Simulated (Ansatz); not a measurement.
# 2H-WS2 monolayer in a perpendicular field, part 2 of 4

What dipole does a perpendicular field induce in the 2H-WS2 monolayer, and does the gap follow? A positive field points along +c.

Ansatz 0.2.0; plane-wave DFT, LDA, Ansatz PAW (the session's first sound run).

So far, gap on the k-mesh (eV): step 2 (relaxation) 1.99.

## 3. Single point, field 0

A sawtooth potential applies the field, turning back in the middle of the vacuum. With the dipole correction the typed value is the field outside the slab. The induced dipole is small, so the SCF threshold is tight.

The cell differs from the one that the last finished run ended in (c 30.751 → 21.121 Å).

File input.yaml:

```yaml
crystal:
  lattice:
    - [3.1253296119, 0.0, 0.0]
    - [-1.5626648059, 2.7066148391, 0.0]
    - [0.0, 0.0, 21.1209360063]
  atoms:
    - { symbol: S, position: [0.3333333333, 0.6666666667, 0.4261174788] }
    - { symbol: W, position: [0.0, 0.0, 0.5] }
    - { symbol: S, position: [0.3333333333, 0.6666666667, 0.5738825212] }
kpoints:
  mp_grid: { grid: [18, 18, 1] }
  band_path:
    path: [[0, 0, 0], [0.5, 0, 0], [0.33333333, 0.33333333, 0], [0, 0, 0]]
    npoints: 16
hamiltonian:
  xc: lda
scf:
  occupations: { method: fermi_dirac, width: 0.02585 }
  convergence: { dr2_threshold: 1.0e-10 }
efield:
  axis: 3
  dipole_correction: true
  ramp_position: 0.97
  ramp_width: 0.06
  amplitude: 0
output:
  dos: { projected: true, e_range: [-6, 5] }
  bader: true
  write_potential: true
  write_density: true
  volumetric_format: npy
  elf: true
```

The run is started by

```
$ ansatz run input.yaml --threads 2 --pin off --max-ram 3072MiB --backend cpu --events-out ev --progress --plain --runs-dir out
```

Numbers of over 12 decimals in the logs are rounded to 6 here.

The program printed:

```text
[...]
Crystal: 3 atoms, lattice volume = 178.663 Å³
Basis set: ecut = 420 eV, 3467 PW (Γ)
Bands: 17, of which v1, the nominal top of the filled ones, is band 13 counted from 1 (12 counted from 0)
Symmetry: 6 space group operations
k-points: 37 of 324 (time reversal used)
[...]
SCF iter   1: F=—  HF=-11871.606305 eV  |F-HF|=—  |Δ(HF+E_count)|=         —  Δρ=6.26e-3  dr2=1.64e-1  ethr=1.77e-3  p=-0.000 e·Å  D=-1.16e-15 V/Å  ΔV_dip=0.00 eV  dr2_dipole=1.60e-8  V_vac-E_F(+/−)=5.42/5.42 eV  ⟨swp⟩=10.3  Hψ=4901  notcnv=0
efield: sawtooth ramp at fractional position 0.9700 (set: `efield.ramp_position`, or a place that a band, a saddle search or an elastic batch's reference lends), width 0.0600; the density the first Hamiltonian is built on has a dipole p = -0.000 e·Å; the dipole correction subtracts the counter field D = -1.16e-15 V/Å, which shifts the + side's vacuum level by +0.00 eV against the − side's; the planar-averaged density in the ramp window peaks in size at 2.4e-5 e/Å³
[...]
SCF iter   2: F=—  HF=-11871.673870 eV  |F-HF|=—  |Δ(HF+E_count)|=   6.76e-2  Δρ=9.11e-3  dr2=5.69e-1  ethr=6.29e-4  p=-0.000 e·Å  D=-8.99e-5 V/Å  ΔV_dip=0.00 eV  dr2_dipole=5.04e-7  V_vac-E_F(+/−)=4.48/4.47 eV  ⟨swp⟩=4.3  Hψ=1827  notcnv=0  recentre
[...]
SCF iter  10: F=-11871.583348 eV  HF=-11871.583348 eV  |F-HF|=2.36e-11  |Δ(HF+E_count)|=  7.28e-12  Δρ=2.48e-7  dr2=4.82e-11  ethr=1.00e-12  p=-0.000 e·Å  D=-3.46e-7 V/Å  ΔV_dip=0.00 eV  dr2_dipole=2.64e-13  V_vac-E_F(+/−)=4.96/4.96 eV  ⟨swp⟩=2.3  Hψ=2612  notcnv=0
SCF 1 converged in 10 iterations: F = -11871.583348 eV  dr2 = 4.82e-11
[...]
NSCF: frozen V_eff on 49 k-points
efield: sawtooth ramp at fractional position 0.9700 (kept from the solve that this one continues, or follows in the run), width 0.0600; the density the first Hamiltonian is built on has a dipole p = -0.000 e·Å; the dipole correction subtracts the counter field D = -3.46e-7 V/Å, which shifts the + side's vacuum level by +0.00 eV against the − side's; the planar-averaged density in the ramp window peaks in size at 1.7e-6 e/Å³
[...]
SCF converged after 10 iterations
Free energy (F): -11871.583348 eV
[...]
Internal energy: -11871.583348 eV  (E = F + TS)
E sigma→0 (E₀):  -11871.583348 eV
Fermi energy:    0.025625 eV
Dipole field:    D = 0.000000 V/Å  (p = 0.000000 e·Å, saw-weighted, corrected)
Work function:   Φ+ = 4.9596 eV   Φ− = 4.9597 eV
Levels:          The Fermi level and band energies are counted from a zero that moves with the ramp; work functions are not
[...]
--- Band table (eV; the first three rows and the last of 37) ---
  k-point 0: bands = [... 9 lower, -3.1612, -2.5179, -2.5179, -1.1162, 2.0935, 2.0935, 2.2877, 2.2877]
  k-point 1: bands = [... 9 lower, -3.3707, -2.6074, -2.3980, -1.1324, 2.0299, 2.1207, 2.1995, 2.2341]
  k-point 2: bands = [... 9 lower, -3.6141, -2.8436, -2.2781, -1.2047, 1.7639, 1.9358, 2.0953, 2.4780]
  k-point 36: bands = [... 9 lower, -4.8227, -4.2631, -3.3386, -0.9603, 1.0265, 2.3359, 3.2795, 4.9284]
--- Bader charges: 3 sites ---
  site symbol  charge [e]  shift [e]
     0      S     -0.6396     0.0030
     1      W      1.2792     0.0059
     2      S     -0.6396     0.0030
  estimated error of the sums over rays = 4.3e-4 e
```

It took 34 s on 2 threads of Intel Xeon Platinum 8488C (Sapphire Rapids), shared host; peak memory 0.51 GiB.

Numbers from this step:

| Property | Result |
| --- | --- |
| dipole along the normal | 3.80e-7 e·Å |
| gap along the path | 1.987 eV |
| smallest direct gap along the path | 1.987 eV |
| ionisation energy, upper face | 5.946 eV |
| electron affinity, upper face | 3.959 eV |
| gap, the smaller of path and mesh | 1.987 eV |

Running mean over a fixed 2.8 Å (it still follows the layers) of the planar mean; the ramp of the sawtooth is left out. Table of electron's electrostatic potential energy less the Fermi level by z:

```
z (Å)  electron's electrostatic potential energy less the Fermi level (eV)
 2.93                                                                 4.96
 3.37                                                                 4.96
 3.81                                                                 4.96
 4.11                                                                 4.96
 4.55                                                                 4.96
 4.99                                                                 4.96
 5.43                                                                 4.95
 5.87                                                                 4.93
 6.16                                                                 4.90
 6.60                                                                 4.71
 7.04                                                                 3.94
 7.48                                                                 2.07
 7.92                                                               -0.178
 8.36                                                                -2.27
 8.65                                                                -3.85
 9.09                                                                -7.16
 9.53                                                                -10.5
 9.97                                                                -12.0
10.41                                                                -12.0
10.71                                                                -12.0
11.15                                                                -12.0
11.59                                                                -10.5
12.03                                                                -7.16
12.47                                                                -3.85
12.76                                                                -2.27
13.20                                                               -0.178
13.64                                                                 2.07
14.08                                                                 3.94
14.52                                                                 4.71
14.96                                                                 4.90
15.25                                                                 4.93
15.69                                                                 4.95
16.13                                                                 4.96
16.57                                                                 4.96
17.01                                                                 4.96
17.31                                                                 4.96
17.75                                                                 4.96
18.19                                                                 4.96
```

The density of states has structure finer than the step of the table below, so its rows give means over 0.25 eV, whole bins alone (the curve runs from -6 to 1.88 eV). Peaks (eV: height): -5.590: 3.78, -5.450: 9.15, -4.460: 5.55, -4.370: 7.23, -3.110: 7.85, -1.890: 3.83, 1.800: 9.51.

Density of states against energy, zero at the Fermi level of the run, which the smearing sets inside the gap; means over each step:

```
energy (eV)  density of states (states/eV a cell)
      -5.75                                 0.797
      -5.50                                  4.49
      -5.25                                  3.30
      -5.00                                 0.779
      -4.75                                  1.66
      -4.50                                  4.43
      -4.25                                  2.39
      -4.00                                  1.44
      -3.75                                  1.46
      -3.50                                  1.70
      -3.25                                  2.87
      -3.00                                  3.92
      -2.75                                  2.38
      -2.50                                  2.10
      -2.25                                  2.35
      -2.00                                  1.89
      -1.75                                  2.65
      -1.50                                  1.71
      -1.25                                  1.31
      -1.00                                 0.165
      -0.75                                     0
      -0.50                                     0
      -0.25                                     0
       0.00                                     0
       0.25                                     0
       0.50                                     0
       0.75                                     0
       1.00                                 0.437
       1.25                                  2.44
       1.50                                  2.42
       1.75                                  3.98
```

Projected DOS per atom over height of the atomic layer and energy from the Fermi level. Layers: S W S from below.

Ten even steps from '0' (0.00 states/eV) to '9' (2.19 states/eV), each cell a mean:
```
292
262
010
000
000
000
000
000
020
151
272
323
414
636
333
232
222
555
222
222
666
101
```
Columns: height of the atomic layer (Å) from 9 to 12.1; rows upwards: energy from the Fermi level (eV) from -5.96 to 1.87.

Electronic bands along the path, in eV, zero at the Fermi level of the run, which the smearing sets inside the gap:

```
  point  band 10  band 11  band 12  band 13  band 14  band 15  band 16  band 17
      Γ    -3.19    -2.54    -2.54    -1.14     2.07     2.07     2.26     2.26
halfway    -3.68    -2.92    -2.61    -1.91     1.33     1.71     2.30     3.34
      M    -4.45    -3.14    -2.11    -1.91     2.08     2.49     3.11     3.96
halfway    -4.49    -3.75    -3.13    -1.41     1.74     2.80     2.88     3.98
      K    -4.85    -4.29    -3.36    -0.99     1.00     2.31     3.25     4.90
halfway    -4.53    -3.23    -2.27    -1.88     1.04     1.95     2.09     3.80
      Γ    -3.19    -2.54    -2.54    -1.14     2.07     2.07     2.26     2.26
```

ELF in the ca plane at fractional y = 0.667, with atoms of S within 0.2 Å of it. It is the smooth field of the valence electrons, not physical close to the nuclei.

Values, 5 rows by 16 columns, each cell a mean:
```
0.00 0.00 0.00 0.00 0.00 0.01 0.11 0.27 0.25 0.25 0.27 0.10 0.01 0.00 0.00 0.00
0.00 0.00 0.00 0.00 0.00 0.10 0.47 0.62 0.31 0.32 0.62 0.46 0.10 0.00 0.00 0.00
0.00 0.00 0.00 0.00 0.03 0.43 0.88 0.59 0.48 0.50 0.59 0.88 0.42 0.02 0.00 0.00
0.00 0.00 0.00 0.00 0.04 0.50 0.90 0.40 0.49 0.50 0.40 0.91 0.49 0.03 0.00 0.00
0.00 0.00 0.00 0.00 0.01 0.22 0.70 0.76 0.39 0.40 0.77 0.69 0.20 0.01 0.00 0.00
```
Columns run along c (16.0 Å, from fractional 0.08 to 0.84 of the cell), rows up along a (3.1 Å). Atoms in or near the plane, at fractional coordinates: S at (0.43, 0.33), S at (0.57, 0.33).

Valence density in the ca plane at fractional y = 0.667, with atoms of S within 0.2 Å of it. It is the smooth field of the valence electrons, not physical close to the nuclei.

Ten even steps from '0' (0.0 e/Å³) to '9' (1.1 e/Å³), each cell a mean:
```
00000000000000000001223586322110000000000000
00000000000000000001122586322100000000000000
00000000000000000013443444344321000000000000
00000000000000000148986323589862000000000000
00000000000000000388487423696695100000000000
00000000000000000388388423695595100000000000
00000000000000000258996323589973100000000000
00000000000000000024554444445421000000000000
```
Columns run along c (16.0 Å, from fractional 0.08 to 0.84 of the cell), rows up along a (3.1 Å). Atoms in or near the plane, at fractional coordinates: S at (0.43, 0.33), S at (0.57, 0.33).

Electrostatic potential energy in the ca plane at fractional y = 0.667, with atoms of S within 0.2 Å of it. With pseudopotentials it is smooth inside the atoms' cores, unlike the true potential.

Ten even steps from '0' (-37 eV) to '9' (5 eV), each cell a mean:
```
99999999999999999999887534688999999999999999
99999999999999999999987534688999999999999999
99999999999999999997777666777789999999999999
99999999999999999962126777741148999999999999
99999999999999999830003788600007999999999999
99999999999999999830103788500007999999999999
99999999999999999961015788730048999999999999
99999999999999999987677766776689999999999999
```
Columns run along c (16.0 Å, from fractional 0.08 to 0.84 of the cell; values clipped at the 3rd and 97th percentile), rows up along a (3.1 Å). Atoms in or near the plane, at fractional coordinates: S at (0.43, 0.33), S at (0.57, 0.33).

The gap is 1.99 eV, with the valence edge 5.95 eV and the conduction edge 3.96 eV under the upper vacuum level. Spin-orbit coupling, left out in this run, matters for the bands of elements this heavy.

## 4. Single point, field 0.1 V/Å

Changes to input.yaml since step 3:

```diff
@@ -24,6 +24,4 @@
   ramp_width: 0.06
-  amplitude: 0
+  amplitude: 0.1
 output:
-  dos: { projected: true, e_range: [-6, 5] }
-  bader: true
   write_potential: true
@@ -31,2 +29 @@
   volumetric_format: npy
-  elf: true
```

The program printed:

```text
[...]
Crystal: 3 atoms, lattice volume = 178.663 Å³
Basis set: ecut = 420 eV, 3467 PW (Γ)
Bands: 17, of which v1, the nominal top of the filled ones, is band 13 counted from 1 (12 counted from 0)
Symmetry: 6 space group operations
k-points: 37 of 324 (time reversal used)
[...]
--- Band table (eV; the first three rows and the last of 37) ---
  k-point 0: bands = [... 9 lower, -3.1618, -2.5183, -2.5183, -1.1166, 2.0929, 2.0929, 2.2875, 2.2875]
  k-point 1: bands = [... 9 lower, -3.3712, -2.6078, -2.3984, -1.1327, 2.0290, 2.1207, 2.1982, 2.2346]
  k-point 2: bands = [... 9 lower, -3.6146, -2.8440, -2.2787, -1.2050, 1.7628, 1.9358, 2.0948, 2.4776]
  k-point 36: bands = [... 9 lower, -4.8232, -4.2634, -3.3389, -0.9607, 1.0261, 2.3354, 3.2791, 4.9279]
[key lines of the parts left out:]
SCF converged after 14 iterations
Free energy (F): -11871.584544 eV
Fermi energy:    0.025166 eV
Dipole field:    D = 0.024234 V/Å  (p = 0.023928 e·Å, saw-weighted, corrected)
```

Elapsed: 14 s, on 2 threads; peak memory 0.45 GiB; 26 s of CPU time.

The dipole is 0.0239 e·Å, and the gap 1.987 eV.

## 5. Atoms held, field -0.1 V/Å

Changes to input.yaml since step 4:

```diff
@@ -24,3 +24,3 @@
   ramp_width: 0.06
-  amplitude: 0.1
+  amplitude: -0.1
 output:
```

The program printed:

```text
[...]
Crystal: 3 atoms, lattice volume = 178.663 Å³
Basis set: ecut = 420 eV, 3467 PW (Γ)
Bands: 17, of which v1, the nominal top of the filled ones, is band 13 counted from 1 (12 counted from 0)
Symmetry: 6 space group operations
k-points: 37 of 324 (time reversal used)
[...]
--- Band table (eV; the first three rows and the last of 37) ---
  k-point 0: bands = [... 9 lower, -3.1618, -2.5183, -2.5183, -1.1166, 2.0929, 2.0929, 2.2875, 2.2875]
  k-point 1: bands = [... 9 lower, -3.3712, -2.6078, -2.3984, -1.1327, 2.0290, 2.1207, 2.1982, 2.2346]
  k-point 2: bands = [... 9 lower, -3.6146, -2.8440, -2.2787, -1.2050, 1.7628, 1.9358, 2.0948, 2.4776]
  k-point 36: bands = [... 9 lower, -4.8232, -4.2634, -3.3389, -0.9607, 1.0261, 2.3354, 3.2791, 4.9279]
[key lines of the parts left out:]
SCF converged after 15 iterations
Free energy (F): -11871.584544 eV
Fermi energy:    0.025168 eV
Dipole field:    D = -0.024242 V/Å  (p = -0.023935 e·Å, saw-weighted, corrected)
```

It took 14 s on 2 threads; peak memory 0.48 GiB.

The dipole is -0.0239 e·Å, and the gap 1.987 eV.

## 6. Single point, field 0.5 V/Å

Changes to input.yaml since step 5:

```diff
@@ -24,3 +24,3 @@
   ramp_width: 0.06
-  amplitude: -0.1
+  amplitude: 0.5
 output:
```

The program printed:

```text
[...]
Crystal: 3 atoms, lattice volume = 178.663 Å³
Basis set: ecut = 420 eV, 3467 PW (Γ)
Bands: 17, of which v1, the nominal top of the filled ones, is band 13 counted from 1 (12 counted from 0)
Symmetry: 6 space group operations
k-points: 37 of 324 (time reversal used)
[...]
--- Band table (eV; the first three rows and the last of 37) ---
  k-point 0: bands = [... 9 lower, -3.1751, -2.5283, -2.5283, -1.1253, 2.0790, 2.0790, 2.2814, 2.2814]
  k-point 1: bands = [... 9 lower, -3.3831, -2.6178, -2.4101, -1.1410, 2.0075, 2.1176, 2.1735, 2.2393]
  k-point 2: bands = [... 9 lower, -3.6253, -2.8538, -2.2919, -1.2123, 1.7372, 1.9333, 2.0830, 2.4695]
  k-point 36: bands = [... 9 lower, -4.8359, -4.2724, -3.3459, -0.9710, 1.0159, 2.3243, 3.2680, 4.9174]
[key lines of the parts left out:]
SCF converged after 15 iterations
Free energy (F): -11871.613280 eV
Fermi energy:    0.013979 eV
Dipole field:    D = 0.121337 V/Å  (p = 0.119803 e·Å, saw-weighted, corrected)
```

The job ended after 14 s (2 threads; peak memory 0.48 GiB; 27 s of CPU time).

The dipole is 0.120 e·Å, and the gap 1.987 eV.

## 7. Single point, field -0.3 V/Å

Changes to input.yaml since step 6:

```diff
@@ -24,4 +24,6 @@
   ramp_width: 0.06
-  amplitude: 0.5
+  amplitude: -0.3
 output:
+  dos: { projected: true, e_range: [-6, 5] }
+  bader: true
   write_potential: true
@@ -29 +31,2 @@
   volumetric_format: npy
+  elf: true
```

The program printed:

```text
[...]
Crystal: 3 atoms, lattice volume = 178.663 Å³
Basis set: ecut = 420 eV, 3467 PW (Γ)
Bands: 17, of which v1, the nominal top of the filled ones, is band 13 counted from 1 (12 counted from 0)
Symmetry: 6 space group operations
k-points: 37 of 324 (time reversal used)
[...]
k-point 2: bands = [... 9 lower, -3.6181, -2.8472, -2.2830, -1.2074, 1.7545, 1.9351, 2.0909, 2.4750]
  k-point 36: bands = [... 9 lower, -4.8274, -4.2664, -3.3412, -0.9641, 1.0227, 2.3317, 3.2754, 4.9244]
--- Bader charges: 3 sites ---
  site symbol  charge [e]  shift [e]
     0      S     -0.6266     0.0030
     1      W      1.2792     0.0059
     2      S     -0.6526     0.0030
  estimated error of the sums over rays = 4.1e-4 e
[key lines of the parts left out:]
SCF converged after 12 iterations
Free energy (F): -11871.594119 eV
Fermi energy:    0.021489 eV
Dipole field:    D = -0.072746 V/Å  (p = -0.071826 e·Å, saw-weighted, corrected)
```

Elapsed: 33 s, on 2 threads; peak memory 0.46 GiB.

The dipole is -0.0718 e·Å, and the gap 1.987 eV.

(Part 2 of 4 ends here.)

[Logs are printed without paths, hosts, clocks, repeated set-up lines and the standing remarks that a program may print on its own settings, such as how far it seeks lower states.]

[Hosts, paths, dates, database ids (printed as entryN), source tags and the programs' standing remarks are cut or masked in the printed files.]

[Maps of the electrostatic potential energy from Ansatz leave out the sawtooth potential of an applied field or a dipole correction, so their vacuum need not be flat; planar profiles and work functions include it.]

[The density of states shown here was stored with 400 of the rows of the run's finer table, so its peaks can read low, often by over a quarter, or be missed, and its means over a window can be off by a tenth or more.]
